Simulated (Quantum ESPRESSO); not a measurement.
# Te2Mo (P1) in Quantum ESPRESSO: convergence with wavefunction cutoff

Aim: find how far wavefunction cutoff must go before the results for Te2Mo settle, at PBE. This setting moves, with any that are tied to it; all else stays.

Program: Quantum ESPRESSO 7.5. These are calculated values, not measurements. Logs are shortened: lines on timing, memory, paths and dates and some standing lists are left out, and cuts for length are marked.

**1. The cell of the first run**

The typed cell holds 6 atoms: a = 3.518 Å, b = 3.518 Å, c = 13.974 Å, α = 90.00°, β = 90.00°, γ = 120.00°.

The cell isn't the ideal one: atoms moved at random, drawn with an rms of 0.1 Å.

**2. With wavefunction cutoff 28 Ry**

The input, pw.in:

```
&CONTROL
  calculation = 'scf'
  prefix = 'pwscf'
  outdir = './tmp'
  pseudo_dir = './pseudo'
  tprnfor = .true.
  tstress = .true.
  disk_io = 'nowf'
/
&SYSTEM
  ibrav = 0
  nat = 6
  ntyp = 2
  ecutwfc = 28
  nbnd = 60
  occupations = 'smearing'
  smearing = 'mv'
  degauss = 0.00734986
/
&ELECTRONS
  conv_thr = 1.2d-09
  electron_maxstep = 120
  mixing_beta = 0.5
/
ATOMIC_SPECIES
Te   127.6000 Te_ONCV_PBE-1.2.upf
Mo    95.9500 Mo_ONCV_PBE-1.2.upf
CELL_PARAMETERS angstrom
   3.5182000000    0.0000000000    0.0000000000
  -1.7591000000    3.0468505756    0.0000000000
   0.0000000000    0.0000000000   13.9736000000
ATOMIC_POSITIONS crystal
Te     0.6750080000    0.3276910000    0.3811400000
Te     0.3400090000    0.6674700000    0.8775580000
Te     0.6489910000    0.3154720000    0.1221950000
Te     0.3537890000    0.6893070000    0.6165070000
Mo     0.6535520000    0.3285930000    0.7475820000
Mo     0.3395630000    0.6768330000    0.2497500000
K_POINTS automatic
4 4 1 0 0 0
```

Potentials or basis: SG15 PBE 1.2.

Command:

```
$ OMP_NUM_THREADS=1 pw.x -in pw.in > pw.out
```

Run time: 41 s. Hardware: 1 thread of Arm Neoverse V1, shared host; peak memory 0.07 GiB.

What came out:

```
Free energy            : -13211.3019 eV
Pressure               : -201.8 GPa
Largest force          : 1.112 eV/Å
Band gap on the k mesh : 0.94 eV, indirect (least direct gap 1.31 eV)
```

**3. With wavefunction cutoff 35 Ry**

Edit pw.in of step 2 so:

```diff
@@ -13,3 +13,3 @@
   ntyp = 2
-  ecutwfc = 28
+  ecutwfc = 35
   nbnd = 60
```

Potentials or basis: SG15 PBE 1.2.

Command:

```
$ OMP_NUM_THREADS=1 pw.x -in pw.in > pw.out
```

Run time: 50 s. Hardware: 1 thread of Arm Neoverse V1, shared host; peak memory 0.09 GiB.

What came out:

* Free energy: -13242.1554 eV
* Pressure: -28.5 GPa
* Largest force: 1.145 eV/Å
* Band gap on the k mesh: 0.92 eV, indirect (least direct gap 1.29 eV)

**4. With wavefunction cutoff 42 Ry**

Edit pw.in of step 3 so:

```diff
@@ -13,3 +13,3 @@
   ntyp = 2
-  ecutwfc = 35
+  ecutwfc = 42
   nbnd = 60
```

Command:

```
$ OMP_NUM_THREADS=1 pw.x -in pw.in > pw.out
```

Run time: 82 s. Hardware: 1 thread of Arm Neoverse V1, shared host; peak memory 0.11 GiB.

Results:

* Free energy: -13245.3627 eV
* Pressure: 0.1 GPa
* Largest force: 1.146 eV/Å
* Band gap on the k mesh: 0.92 eV, indirect (least direct gap 1.28 eV)

**5. With wavefunction cutoff 49 Ry**

Edit pw.in of step 4 so:

```diff
@@ -13,3 +13,3 @@
   ntyp = 2
-  ecutwfc = 42
+  ecutwfc = 49
   nbnd = 60
```

Command:

```
$ OMP_NUM_THREADS=1 pw.x -in pw.in > pw.out
```

Wall time 93 s (1 thread of Arm Neoverse V1, shared host); peak memory 0.15 GiB.

What came out:

| Quantity | Value |
| --- | --- |
| Free energy | -13245.5833 eV |
| Pressure | 2.4 GPa |
| Largest force | 1.146 eV/Å |
| Band gap on the k mesh | 0.92 eV, indirect (least direct gap 1.28 eV) |

**6. With wavefunction cutoff 56 Ry**

Edit pw.in of step 5 so:

```diff
@@ -13,3 +13,3 @@
   ntyp = 2
-  ecutwfc = 49
+  ecutwfc = 56
   nbnd = 60
```

Potentials or basis: SG15 PBE 1.2.

Command:

```
$ OMP_NUM_THREADS=1 pw.x -in pw.in > pw.out
```

It took 1.8 min on 1 thread of Arm Neoverse V1, shared host; peak memory 0.17 GiB.

The run converged. Its results:

* Free energy: -13245.6107 eV
* Pressure: 2.6 GPa
* Largest force: 1.140 eV/Å
* Band gap on the k mesh: 0.92 eV, indirect (least direct gap 1.28 eV)

**7. With wavefunction cutoff 63 Ry**

Edit pw.in of step 6 so:

```diff
@@ -13,3 +13,3 @@
   ntyp = 2
-  ecutwfc = 56
+  ecutwfc = 63
   nbnd = 60
```

Command:

```
$ OMP_NUM_THREADS=1 pw.x -in pw.in > pw.out
```

Wall time 2.5 min (1 thread of Arm Neoverse V1, shared host); peak memory 0.2 GiB.

It converged, with:

```yaml
Free_energy: -13245.6153 eV
Pressure: 2.7 GPa
Largest_force: 1.145 eV/Å
Band_gap_on_the_k_mesh: 0.92 eV, indirect (least direct gap 1.28 eV)
```

**8. With wavefunction cutoff 70 Ry**

Edit pw.in of step 7 so:

```diff
@@ -13,3 +13,3 @@
   ntyp = 2
-  ecutwfc = 63
+  ecutwfc = 70
   nbnd = 60
```

Command:

```
$ OMP_NUM_THREADS=1 pw.x -in pw.in > pw.out
```

Run time: 2.7 min. Hardware: 1 thread of Arm Neoverse V1, shared host; peak memory 0.22 GiB.

The run converged. Its results:

```yaml
Free_energy: -13245.6167 eV
Pressure: 2.7 GPa
Largest_force: 1.142 eV/Å
Band_gap_on_the_k_mesh: 0.92 eV, indirect (least direct gap 1.28 eV)
```

**9. With wavefunction cutoff 84 Ry**

Edit pw.in of step 8 so:

```diff
@@ -13,3 +13,3 @@
   ntyp = 2
-  ecutwfc = 70
+  ecutwfc = 84
   nbnd = 60
```

Potentials or basis: SG15 PBE 1.2.

Command:

```
$ OMP_NUM_THREADS=1 pw.x -in pw.in > pw.out
```

Run time: 3.7 min. Hardware: 1 thread of Arm Neoverse V1, shared host; peak memory 0.3 GiB.

The run converged. Its results:

```
Free energy            : -13245.6171 eV
Pressure               : 2.7 GPa
Largest force          : 1.142 eV/Å
Band gap on the k mesh : 0.92 eV, indirect (least direct gap 1.28 eV)
```

**10. With wavefunction cutoff 105 Ry**

Edit pw.in of step 9 so:

```diff
@@ -13,3 +13,3 @@
   ntyp = 2
-  ecutwfc = 84
+  ecutwfc = 105
   nbnd = 60
```

Potentials or basis: SG15 PBE 1.2.

Command:

```
$ OMP_NUM_THREADS=1 pw.x -in pw.in > pw.out
```

pw.out:

```text
This program is part of the open-source Quantum ESPRESSO suite
     for quantum simulation of materials; please cite
         "P. Giannozzi et al., J. Phys.:Condens. Matter 21 395502 (2009);
         "P. Giannozzi et al., J. Phys.:Condens. Matter 29 465901 (2017);
         "P. Giannozzi et al., J. Chem. Phys. 152 154105 (2020);
     in publications or presentations arising from this work. More details at

     G-vector sticks info
     --------------------
     sticks:   dense  smooth     PW     G-vecs:    dense   smooth      PW
     Sum        1285    1285    361               147149   147149   21559

     Using Slab Decomposition

     bravais-lattice index     =            0
     lattice parameter (alat)  =       6.6484  a.u.
     unit-cell volume          =    1010.8264 (a.u.)^3
     number of atoms/cell      =            6
     number of atomic types    =            2
     number of electrons       =        92.00
     number of Kohn-Sham states=           60
     kinetic-energy cutoff     =     105.0000  Ry
     charge density cutoff     =     420.0000  Ry
     scf convergence threshold =      1.2E-09
     mixing beta               =       0.5000
     number of iterations used =            8  plain     mixing
     Exchange-correlation= PBE
                           (   1   4   3   4   0   0   0)

     celldm(1)=   6.648434  celldm(2)=   0.000000  celldm(3)=   0.000000
     celldm(4)=   0.000000  celldm(5)=   0.000000  celldm(6)=   0.000000

     crystal axes: (cart. coord. in units of alat)
               a(1) = (   1.000000   0.000000   0.000000 )
               a(2) = (  -0.500000   0.866025   0.000000 )
               a(3) = (   0.000000   0.000000   3.971804 )
[... 239 lines left out ...]
    18.7028  19.6342  19.7511  19.8921

          k =-0.5000-0.2887 0.0000 ( 18408 PWs)   bands (ev):

   -47.4500 -47.4435 -23.4047 -23.3905 -23.3803 -23.3746 -23.3642 -23.3610
   -23.3577 -23.3454 -23.3428 -23.3384 -23.3298 -23.3253 -23.3225 -23.3153
   -23.3071 -23.3056 -23.3015 -23.2916 -23.2775 -23.2661 -21.6062 -21.5828
   -21.5478 -21.5458 -21.4993 -21.4915   2.4425   2.6091   2.7622   2.9446
     7.5863   7.9108   8.4285   8.5116   9.4133  10.1778  10.8284  10.9310
    11.5002  11.6181  12.4050  12.5051  12.8219  13.1166  14.6794  14.7648
    14.8383  15.2096  15.8052  16.5627  17.0357  17.1473  17.3398  17.4410
    18.6479  19.6689  19.7349  19.9015

          k =-0.2500 0.4330 0.0000 ( 18377 PWs)   bands (ev):

   -47.4499 -47.4434 -23.3992 -23.3846 -23.3804 -23.3734 -23.3662 -23.3633
   -23.3595 -23.3476 -23.3457 -23.3402 -23.3332 -23.3239 -23.3234 -23.3123
   -23.3087 -23.3069 -23.2996 -23.2921 -23.2778 -23.2663 -21.5918 -21.5826
   -21.5440 -21.5376 -21.5174 -21.4994   2.4013   2.5966   2.6758   2.8869
     8.4461   8.5739   8.9589   9.1408   9.8417   9.9753  10.1176  10.4097
    10.4828  10.8377  11.6585  11.9309  12.8304  13.0246  14.3066  14.7641
    14.8786  14.9821  15.2977  15.6358  16.5166  17.7547  18.1613  18.8309
    19.5000  20.7178  21.0191  21.1399

          k = 0.5000-0.0000 0.0000 ( 18377 PWs)   bands (ev):

   -47.4500 -47.4434 -23.3985 -23.3841 -23.3807 -23.3727 -23.3675 -23.3646
   -23.3573 -23.3479 -23.3467 -23.3389 -23.3339 -23.3242 -23.3198 -23.3151
   -23.3075 -23.3059 -23.3006 -23.2925 -23.2781 -23.2665 -21.5793 -21.5661
   -21.5476 -21.5420 -21.5266 -21.5119   2.3733   2.5792   2.7019   2.9352
     8.4602   8.6052   8.8533   9.0569   9.8410   9.9686  10.1963  10.4437
    10.4941  10.7161  11.7222  11.9063  12.8134  13.0085  14.3215  14.8047
    14.9483  15.0832  15.3709  15.7524  16.3216  17.5141  18.2505  18.6054
    19.6253  20.5599  21.0215  21.1197

     the Fermi energy is    13.8635 ev

!    total energy              =    -973.53490110 Ry
     estimated scf accuracy    <          3.2E-10 Ry
     smearing contrib. (-TS)   =       0.00000000 Ry
     internal energy E=F+TS    =    -973.53490110 Ry

     The total energy is F=E-TS. E is the sum of the following terms:
     one-electron contribution =    -420.59758502 Ry
     hartree contribution      =     239.98660529 Ry
     xc contribution           =    -105.60855442 Ry
     ewald contribution        =    -687.31536695 Ry

     convergence has been achieved in  13 iterations

     Forces acting on atoms (cartesian axes, Ry/au):

     atom    1 type  1   force =    -0.00758853    0.01287724   -0.00719917
     atom    2 type  1   force =    -0.01649798   -0.00501188    0.00053824
     atom    3 type  1   force =     0.00812079    0.02540147   -0.01816351
     atom    4 type  1   force =    -0.01636087   -0.02164364    0.00510489
     atom    5 type  2   force =     0.03297046    0.02625747   -0.00351657
     atom    6 type  2   force =    -0.00064387   -0.03788066    0.02323613

     Total force =     0.078360     Total SCF correction =     0.000103

     Computing stress (Cartesian axis) and pressure

          total   stress  (Ry/bohr**3)                   (kbar)     P=       27.07
   0.00010632  -0.00003457  -0.00004925           15.64       -5.09       -7.25
  -0.00003457   0.00022695   0.00001374           -5.09       33.39        2.02
  -0.00004925   0.00001374   0.00021873           -7.25        2.02       32.18

=------------------------------------------------------------------------------=
   JOB DONE.
=------------------------------------------------------------------------------=
```

It took 5.7 min on 1 thread of Arm Neoverse V1, shared host; peak memory 0.39 GiB.

What came out:

* Free energy: -13245.6171 eV
* Pressure: 2.7 GPa
* Largest force: 1.143 eV/Å
* Band gap on the k mesh: 0.92 eV, indirect (least direct gap 1.28 eV)

**11. Result**

```
wavefunction cutoff  energy less the tightest run, at zero smearing (meV/atom)  pressure (GPa)  largest force (eV/Å)  gap on the mesh (eV)  SCF cycles  CPU time (s)  peak memory (GiB)
              28 Ry                                                    5719.19         -201.82                 1.112                 0.944          13            41               0.07
              35 Ry                                                     576.95          -28.49                 1.145                 0.923          13            50               0.09
              42 Ry                                                      42.40            0.06                 1.146                 0.920          13            82               0.11
              49 Ry                                                       5.64            2.42                 1.146                 0.920          13            93               0.15
              56 Ry                                                       1.06            2.65                 1.140                 0.920          13           110               0.17
              63 Ry                                                       0.30            2.69                 1.145                 0.920          13           150                0.2
              70 Ry                                                       0.07            2.70                 1.142                 0.920          13           160               0.22
              84 Ry                                                       0.00            2.71                 1.142                 0.920          13           220                0.3
             105 Ry                                                       0.00            2.71                 1.143                 0.920          13           340               0.39
```

Against the tightest run, the energy stays within 1 meV/atom from 63 Ry on; the pressure stays within 0.1 GPa from 56 Ry on; the largest force stays within 0.005 eV/Å from 35 Ry on; the gap on the mesh stays within 0.01 eV from 35 Ry on. The tightest run that finished is the yardstick and may itself not be fully converged.

Caveats: all runs use coarse meshes; this smearing can shift energies of a crystal with a gap; spin-orbit coupling is left out, which moves the levels of the heavy elements; an odd mesh through Γ misses points on the zone boundary, where band edges often lie.
